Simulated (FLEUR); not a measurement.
# TiC (Fm-3m) in FLEUR: further runs

One crystal, TiC, is run at these levels: PBE; tasks: equation of state.

All numbers are computed with FLEUR MaX-R8.1 (later development tree); they aren't measurements. Logs are shortened: lines on timing, memory, paths and dates and some standing lists are left out, and cuts for length are marked.

**1. The crystal as given**

Symmetry: Fm-3m, No. 225, cubic system. The conventional cell has a = 4.331 Å, b = 4.331 Å, c = 4.331 Å, α = 90.00°, β = 90.00°, γ = 90.00°. Around Ti (site symmetry m-3m) lie 6 C at 2.17 Å. Around C (site symmetry m-3m) lie 6 Ti at 2.17 Å.

The cell is a database's computed one.

**2. Equation of state, PBE, 9.55 Å³/atom (volume scaled by 0.94)**

Input file inp.xml:

```xml
<?xml version="1.0" encoding="UTF-8" standalone="no"?>
<fleurInput fleurInputVersion="0.39">
   <comment>
      TiC                                                                                                 
   </comment>
   <calculationSetup>
      <cutoffs Kmax="4.4" Gmax="13.6" GmaxXC="13.6" numbands="0"/>
      <scfLoop itmax="60" minDistance="0.00001" maxIterBroyd="15" imix="Anderson" alpha="0.05" precondParam="0.0" spinf="2.0" sdNocoIR="T"/>
      <coreElectrons ctail="T" frcor="F" kcrel="0" coretail_lmax="0"/>
      <xcFunctional name="pbe" relativisticCorrections="F"/>
      <magnetism jspins="1"/>
      <soc l_soc="F" theta="0.0" phi="0.0" spav="F"/>
      <expertModes spex="0" secvar="F"/>
      <geometryOptimization l_f="F" forcealpha="1.0" forcemix="BFGS" epsdisp="0.0005" epsforce="0.0002"/>
      <ldaU l_linMix="F" mixParam="0.05" spinf="1.0"/>
   </calculationSetup>
   <cell>
      <bzIntegration valenceElectrons="16.0" mode="hist" fermiSmearingEnergy="0.00183747">
         <kPointListSelection listName="default-1"/>
         <!-- k-points included here -->
         <xi:include xmlns:xi="http://www.w3.org/2001/XInclude" href="kpts.xml"> </xi:include>
      </bzIntegration>
      <!-- symmetry operations included here -->
      <xi:include xmlns:xi="http://www.w3.org/2001/XInclude" href="sym.xml"> </xi:include>
      <bulkLattice scale="0.9795861087">
         <bravaisMatrix>
            <row-1>    0.0000000000000000     4.0926154774783940     4.0926154774783940</row-1>
            <row-2>    4.0926154774783940     0.0000000000000000     4.0926154774783940</row-2>
            <row-3>    4.0926154774783940     4.0926154774783940     0.0000000000000000</row-3>
         </bravaisMatrix>
      </bulkLattice>
   </cell>
   <atomSpecies>
      <species name="Titanium (Ti)" element="Ti" atomicNumber="22">
         <mtSphere radius="2.08" gridPoints="711" logIncrement="0.017"/>
         <atomicCutoffs lmax="9" lnonsphr="7"/>
         <electronConfig flipSpins="F">
            <coreConfig>(1s1/2) (2s1/2) (2p1/2) (2p3/2)</coreConfig>
            <valenceConfig>(3s1/2) (3p1/2) (3p3/2) (4s1/2) (3d3/2) (3d5/2)</valenceConfig>
            <stateOccupation state="(3d3/2)" spinUp="0.400000" spinDown="0.400000"/>
            <stateOccupation state="(3d5/2)" spinUp="0.600000" spinDown="0.600000"/>
         </electronConfig>
         <energyParameters s="4" p="4" d="3" f="4"/>
         <lo type="SCLO" l="0" n="3" eDeriv="0"/>
         <lo type="SCLO" l="1" n="3" eDeriv="0"/>
         <lo type="SCLO" l="1" n="3" eDeriv="1"/>
         <lo type="SCLO" l="2" n="3" eDeriv="2"/>
         <lo type="SCLO" l="3" n="4" eDeriv="2"/>
      </species>
      <species name="Carbon (C)" element="C" atomicNumber="6">
         <mtSphere radius="1.59" gridPoints="543" logIncrement="0.019"/>
         <atomicCutoffs lmax="8" lnonsphr="6"/>
         <electronConfig flipSpins="F">
            <coreConfig>(1s1/2)</coreConfig>
            <valenceConfig>(2s1/2) (2p1/2) (2p3/2)</valenceConfig>
            <stateOccupation state="(2p1/2)" spinUp="0.333333" spinDown="0.333333"/>
            <stateOccupation state="(2p3/2)" spinUp="0.666667" spinDown="0.666667"/>
         </electronConfig>
         <energyParameters s="2" p="2" d="3" f="4"/>
         <lo type="SCLO" l="0" n="2" eDeriv="2"/>
         <lo type="SCLO" l="1" n="2" eDeriv="2"/>
         <lo type="SCLO" l="2" n="3" eDeriv="2"/>
      </species>
   </atomSpecies>
   <atomGroups>
      <atomGroup species="Titanium (Ti)">
         <relPos label="                   1">.0000000000 .0000000000 .0000000000</relPos>
         <force calculate="T" relaxXYZ="TTT"/>
      </atomGroup>
      <atomGroup species="Carbon (C)">
         <relPos label="                   2">1.000/2.000 1.000/2.000 1.000/2.000</relPos>
         <force calculate="T" relaxXYZ="TTT"/>
      </atomGroup>
   </atomGroups>
   <output dos="F" band="F" slice="F">
      <checks vchk="F" cdinf="F"/>
      <bandDOS minEnergy="-.5*Htr" maxEnergy="0.5*Htr" sigma="0.015" storeEVData="T"/>
      <vacuumDOS vacdos="F" integ="F" star="F" nstars="0" locx1="0.0" locy1="0.0" locx2="0.0" locy2="0.0" nstm="0" tworkf="0.0"/>
      <unfoldingBand unfoldBand="F" supercellX="1" supercellY="1" supercellZ="1"/>
      <plotting iplot="0" polar="F">
         <plot TwoD="T" vec1="  1.0  0.0  0.0" vec2="  0.0  1.0  0.0" vec3="  0.0  0.0  1.0" zero="  0.0  0.0  0.0" file="plot"/>
      </plotting>
      <chargeDensitySlicing numkpt="0" minEigenval="0.0" maxEigenval="0.0" nnne="0" pallst="F"/>
      <specialOutput eonly="F"/>
      <moessbauerParams electricFieldGradient="T" isomerShift="T" coreHyperfine="T" valenceHyperfine="T"/>
      <magneticCircularDichroism mcd="F" energyLo="-10.0" energyUp="0.0"/>
   </output>
  <!-- We include the file relax.xml here to enable relaxations (see documentation) -->
  <xi:include xmlns:xi="http://www.w3.org/2001/XInclude" href="relax.xml"> <xi:fallback/> </xi:include>
</fleurInput>
```

Potentials or basis: all-electron, FLAPW.

Launch:

```sh
$ inpgen -f crystal.txt -profile fastHighL
$ # inp.xml edited to the form shown
$ fleur_MPI
```

Log:

```text
Welcome to FLEUR        (www.flapw.de)
      MaX-Release 8.1          (www.max-centre.eu)

 ========== k-point set info ==========
 Selected k-point list: default-1
 k-point list type: mesh
 11 x 11 x 11
 Number of k points: 56

 ------------Calculation Setup---------------------------
 Number of MPI-tasks      :            1
 Number of PE/node        :            1
 Number of OMP-threads    :            1
 Most efficient MPI parallelization for:
           1           2           4           7           8          14          28          56
 Additional eigenvalue parallelization possible
 Number of basis functions:          264
 Approximate size of matrices (H+S) per k-point:         0.001 GB
 --------------------------------------------------------
 Iteration:     1   Distance:      30.42159572 me/bohr^3
 Iteration:     2   Distance:      24.91009677 me/bohr^3
 Iteration:     3   Distance:       8.13250287 me/bohr^3
 Iteration:     4   Distance:       7.47738435 me/bohr^3
 Iteration:     5   Distance:       2.28774854 me/bohr^3
 Iteration:     6   Distance:       2.04230515 me/bohr^3
 Iteration:     7   Distance:       0.24778331 me/bohr^3
 Iteration:     8   Distance:       0.54270824 me/bohr^3
 Iteration:     9   Distance:       0.03695878 me/bohr^3
 Iteration:    10   Distance:       0.03894827 me/bohr^3
 Iteration:    11   Distance:       0.00485910 me/bohr^3
 Iteration:    12   Distance:       0.00240905 me/bohr^3
 Iteration:    13   Distance:       0.00014875 me/bohr^3
 Iteration:    14   Distance:       0.00007086 me/bohr^3
 Iteration:    15   Distance:       0.00000120 me/bohr^3

 ********************************************************************
 Run finished successfully
 Stop message:
   all done
 ********************************************************************
```

out.xml (last iteration):

```text
<iteration numberForCurrentRun="   15" overallNumber="   15">
         <energyParameters units="Htr">
            <atomicEP atomType="1" spin="1" branch="4s" branchLowest="-1.52" branchHighest="3.58" value="0.2426573991"/>
            <atomicEP atomType="1" spin="1" branch="4p" branchLowest="-0.59" branchHighest="4.11" value="0.3484245611"/>
            <atomicEP atomType="1" spin="1" branch="3d" branchLowest="-9.99" branchHighest="0.87" value="0.4088803037"/>
            <atomicEP atomType="1" spin="1" branch="4f" branchLowest="-9.99" branchHighest="4.01" value="0.6270927050"/>
            <loAtomicEP atomType="1" spin="1" branch="3s" branchLowest="-19.04" branchHighest="-1.52" value="-1.6133176032"/>
            <loAtomicEP atomType="1" spin="1" branch="3p" branchLowest="-15.64" branchHighest="-0.59" value="-0.7440418223"/>
            <loAtomicEP atomType="1" spin="1" branch="3p" branchLowest="-15.64" branchHighest="-0.59" value="-0.7440418223"/>
            <loAtomicEP atomType="1" spin="1" branch="3d" branchLowest="-9.99" branchHighest="0.87" value="0.4086880955"/>
            <loAtomicEP atomType="1" spin="1" branch="4f" branchLowest="-9.99" branchHighest="4.01" value="0.6270952053"/>
            <atomicEP atomType="2" spin="1" branch="2s" branchLowest="-9.26" branchHighest="1.64" value="-0.0259076392"/>
            <atomicEP atomType="2" spin="1" branch="2p" branchLowest="-9.99" branchHighest="1.65" value="0.2047232368"/>
            <atomicEP atomType="2" spin="1" branch="3d" branchLowest="-9.99" branchHighest="5.10" value="0.4327231266"/>
            <atomicEP atomType="2" spin="1" branch="4f" branchLowest="-9.99" branchHighest="8.51" value="0.5931221555"/>
            <loAtomicEP atomType="2" spin="1" branch="2s" branchLowest="-9.26" branchHighest="1.64" value="-0.0259076392"/>
            <loAtomicEP atomType="2" spin="1" branch="2p" branchLowest="-9.99" branchHighest="1.65" value="0.2046967108"/>
            <loAtomicEP atomType="2" spin="1" branch="3d" branchLowest="-9.99" branchHighest="5.10" value="0.4327239011"/>
         </energyParameters>
         <eigenvalues>
            <eigenvaluesAt spin="1" ikpt="1" k_x="0.00000000" k_y="0.00000000" k_z="0.00000000">
                      -1.6165531807       -0.7345975450       -0.7345975450       -0.7345975450       -0.0109458472
                       0.4814973411        0.4814973411        0.4814973411        0.5197579089        0.5197579089
                       0.5197579089        0.5233597516        0.5233597516
            </eigenvaluesAt>
            <eigenvaluesAt spin="1" ikpt="2" k_x="0.00000000" k_y="0.00000000" k_z="0.09090909">
                      -1.6162731962       -0.7365091802       -0.7347701934       -0.7347701934       -0.0035355996
                       0.4497319534        0.4606586766        0.4606586766        0.4947006531        0.4947006531
                       0.5360758644        0.5801637213        0.5801637213
            </eigenvaluesAt>
            <eigenvaluesAt spin="1" ikpt="3" k_x="0.00000000" k_y="0.00000000" k_z="0.18181818">
                      -1.6155191697       -0.7415527405       -0.7352292600       -0.7352292600        0.0176536068
                       0.3946791556        0.4162266902        0.4162266902        0.5085343003        0.5085343003
[... 28 lines left out ...]
         <allElectronCharges>
            <spinDependentCharge spin="1" total="28.0000000" interstitial="3.4477390" mtSpheres="24.5522610"/>
            <totalCharge value="27.9999999980"/>
         </allElectronCharges>
         <moessbauerParams unitsHFF="kG" unitsIS="e/bohr^3" unitsEFG="Htr/bohr^2">
            <coreIsomerShift atomType="1" isTotal="8423.62956">
               <shell n="1" l="0" isomerShift="7739.40285"/>
               <shell n="2" l="0" isomerShift="681.69497"/>
               <shell n="2" l="1" isomerShift="2.53175"/>
            </coreIsomerShift>
            <coreIsomerShift atomType="2" isTotal="124.09582">
               <shell n="1" l="0" isomerShift="124.09582"/>
            </coreIsomerShift>
            <isomerShift atomType="1" nucleusRadius="0.0000858" averageDensity="8521.03622"/>
            <isomerShift atomType="2" nucleusRadius="0.0000541" averageDensity="129.09208"/>
            <electricFieldGradient atomType="1" VXX="0.00000" VYY="0.00000" VZZ="0.00000" asymParam="0.00000">
            </electricFieldGradient>
            <electricFieldGradient atomType="2" VXX="0.00000" VYY="0.00000" VZZ="0.00000" asymParam="0.00000">
            </electricFieldGradient>
         </moessbauerParams>
         <totalEnergy                                    value="     -891.9807538677" units="Htr">
            <sumOfEigenvalues                            value="     -512.2732768732">
               <coreElectrons value="-506.8474070083"/>
               <valenceElectrons value="-5.4258698649"/>
            </sumOfEigenvalues>
            <densityCoulombPotentialIntegral value="-1350.8226543279"/>
            <densityEffectivePotentialIntegral value="-1412.5372719634"/>
            <chargeDenXCDenIntegral value="-47.6708367357"/>
            <FockExchangeEnergyValence value="0.0000000000"/>
            <FockExchangeEnergyCore value="0.0000000000"/>
            <atomTypeDependentContributions atomType="1">
               <electronNucleiInteractionDifferentMTs value="1008.3668017287"/>
               <MadelungTerm value="-14.5244124800"/>
            </atomTypeDependentContributions>
            <atomTypeDependentContributions atomType="2">
               <electronNucleiInteractionDifferentMTs value="42.9619005720"/>
               <MadelungTerm value="-3.3094702776"/>
            </atomTypeDependentContributions>
            <tkbTimesEntropy value="0.0000892257"/>
            <freeEnergy value="-891.9808430934"/>
            <extrapolationTo0K value="-891.9807984806"/>
         </totalEnergy>
         <densityConvergence units="me/bohr^3">
            <chargeDensity spin="1" distance="0.0000011991"/>
         </densityConvergence>
      </iteration>
```

It took 16 s on 1 thread of Arm Neoverse V2, shared host; peak memory 0.06 GiB.

Results:

```yaml
Free_energy: -24272.0352 eV
Band_gap_on_the_k_mesh: none (metal or under the smearing width)
Valence_electrons_inside_the_program's_atomic_spheres: Ti 9.82; C 2.73 (radii Ti 2.08, C 1.59 bohr)
```

Caveat: the plane-wave cutoff is short for the semicore states, which can make moduli rough.

**3. Equation of state, PBE, 9.75 Å³/atom (volume scaled by 0.96)**

inp.xml: that of step 2 with these lines changed.

```diff
@@ -24,3 +24,3 @@
       <xi:include xmlns:xi="http://www.w3.org/2001/XInclude" href="sym.xml"> </xi:include>
-      <bulkLattice scale="0.9795861087">
+      <bulkLattice scale="0.9864848297">
          <bravaisMatrix>
```

Potentials or basis: all-electron, FLAPW.

Launch:

```sh
$ inpgen -f crystal.txt -profile fastHighL
$ # inp.xml edited to the form shown
$ fleur_MPI
```

Wall time 16 s (1 thread of Arm Neoverse V2, shared host); peak memory 0.06 GiB.

Results (log left out):

```
Free energy                                           : -24272.0721 eV
Band gap on the k mesh                                : none (metal or under the smearing width)
Valence electrons inside the program's atomic spheres : Ti 9.79; C 2.71 (radii Ti 2.08, C 1.59 bohr)
```

Caveat: the plane-wave cutoff is short for the semicore states, which can make moduli rough.

**4. Equation of state, PBE, 9.95 Å³/atom (volume scaled by 0.98)**

inp.xml: that of step 3 with these lines changed.

```diff
@@ -24,3 +24,3 @@
       <xi:include xmlns:xi="http://www.w3.org/2001/XInclude" href="sym.xml"> </xi:include>
-      <bulkLattice scale="0.9864848297">
+      <bulkLattice scale="0.9932883884">
          <bravaisMatrix>
```

Launch:

```sh
$ inpgen -f crystal.txt -profile fastHighL
$ # inp.xml edited to the form shown
$ fleur_MPI
```

Run time: 19 s. Hardware: 1 thread of Arm Neoverse V2, shared host; peak memory 0.06 GiB.

Results (log left out):

| Quantity | Value |
| --- | --- |
| Free energy | -24272.0934 eV |
| Band gap on the k mesh | none (metal or under the smearing width) |
| Valence electrons inside the program's atomic spheres | Ti 9.77; C 2.69 (radii Ti 2.08, C 1.59 bohr) |

Caveat: the plane-wave cutoff is short for the semicore states, which can make moduli rough.

**5. Equation of state, PBE, 10.16 Å³/atom**

inp.xml: that of step 4 with these lines changed.

```diff
@@ -24,3 +24,3 @@
       <xi:include xmlns:xi="http://www.w3.org/2001/XInclude" href="sym.xml"> </xi:include>
-      <bulkLattice scale="0.9932883884">
+      <bulkLattice scale="1.0000000000">
          <bravaisMatrix>
```

Launch:

```sh
$ inpgen -f crystal.txt -profile fastHighL
$ # inp.xml edited to the form shown
$ fleur_MPI
```

Run time: 17 s. Hardware: 1 thread of Arm Neoverse V2, shared host; peak memory 0.06 GiB.

Results (log left out):

| Quantity | Value |
| --- | --- |
| Free energy | -24272.1006 eV |
| Band gap on the k mesh | none (metal or under the smearing width) |
| Valence electrons inside the program's atomic spheres | Ti 9.74; C 2.68 (radii Ti 2.08, C 1.59 bohr) |

Caveat: the plane-wave cutoff is short for the semicore states, which can make moduli rough.

**6. Equation of state, PBE, 10.36 Å³/atom (volume scaled by 1.02)**

inp.xml: that of step 5 with these lines changed.

```diff
@@ -24,3 +24,3 @@
       <xi:include xmlns:xi="http://www.w3.org/2001/XInclude" href="sym.xml"> </xi:include>
-      <bulkLattice scale="1.0000000000">
+      <bulkLattice scale="1.0066227096">
          <bravaisMatrix>
```

Potentials or basis: all-electron, FLAPW.

Launch:

```sh
$ inpgen -f crystal.txt -profile fastHighL
$ # inp.xml edited to the form shown
$ fleur_MPI
```

Wall time 18 s (1 thread of Arm Neoverse V2, shared host); peak memory 0.06 GiB.

The run converged. Its results:

```yaml
Free_energy: -24272.0951 eV
Band_gap_on_the_k_mesh: none (metal or under the smearing width)
Valence_electrons_inside_the_program's_atomic_spheres: Ti 9.72; C 2.66 (radii Ti 2.08, C 1.59 bohr)
```

Caveat: the plane-wave cutoff is short for the semicore states, which can make moduli rough.

**7. Equation of state, PBE, 10.56 Å³/atom (volume scaled by 1.04)**

inp.xml: that of step 6 with these lines changed.

```diff
@@ -24,3 +24,3 @@
       <xi:include xmlns:xi="http://www.w3.org/2001/XInclude" href="sym.xml"> </xi:include>
-      <bulkLattice scale="1.0066227096">
+      <bulkLattice scale="1.0131594038">
          <bravaisMatrix>
```

Launch:

```sh
$ inpgen -f crystal.txt -profile fastHighL
$ # inp.xml edited to the form shown
$ fleur_MPI
```

Wall time 19 s (1 thread of Arm Neoverse V2, shared host); peak memory 0.06 GiB.

The run converged. Its results:

| Item | Value |
| --- | --- |
| Free energy | -24272.0779 eV |
| Band gap on the k mesh | none (metal or under the smearing width) |
| Valence electrons inside the program's atomic spheres | Ti 9.70; C 2.64 (radii Ti 2.08, C 1.59 bohr) |

Caveat: the plane-wave cutoff is short for the semicore states, which can make moduli rough.

**8. Equation of state, PBE, 10.77 Å³/atom (volume scaled by 1.06)**

inp.xml: that of step 7 with these lines changed.

```diff
@@ -24,3 +24,3 @@
       <xi:include xmlns:xi="http://www.w3.org/2001/XInclude" href="sym.xml"> </xi:include>
-      <bulkLattice scale="1.0131594038">
+      <bulkLattice scale="1.0196128224">
          <bravaisMatrix>
```

Launch:

```sh
$ inpgen -f crystal.txt -profile fastHighL
$ # inp.xml edited to the form shown
$ fleur_MPI
```

Wall time 18 s (1 thread of Arm Neoverse V2, shared host); peak memory 0.06 GiB.

It converged, with:

```yaml
Free_energy: -24272.0505 eV
Band_gap_on_the_k_mesh: none (metal or under the smearing width)
Valence_electrons_inside_the_program's_atomic_spheres: Ti 9.68; C 2.63 (radii Ti 2.08, C 1.59 bohr)
```

Caveat: the plane-wave cutoff is short for the semicore states, which can make moduli rough.

**9. Equation of state, PBE**

Potentials or basis: all-electron, FLAPW.

This step only gathers the single runs of the series.

Results:

```
Equilibrium volume : 10.17 Å³/atom
Bulk modulus       : 250 GPa
```

Energy against volume, from the lowest point:
```csv
volume (Å³/atom),energy (meV/atom)
9.548,32.69
9.752,14.26
9.955,3.61
10.158,0.00
10.361,2.75
10.564,11.35
10.767,25.08
```

Caveat: the plane-wave cutoff is short for the semicore states, which can make moduli rough.
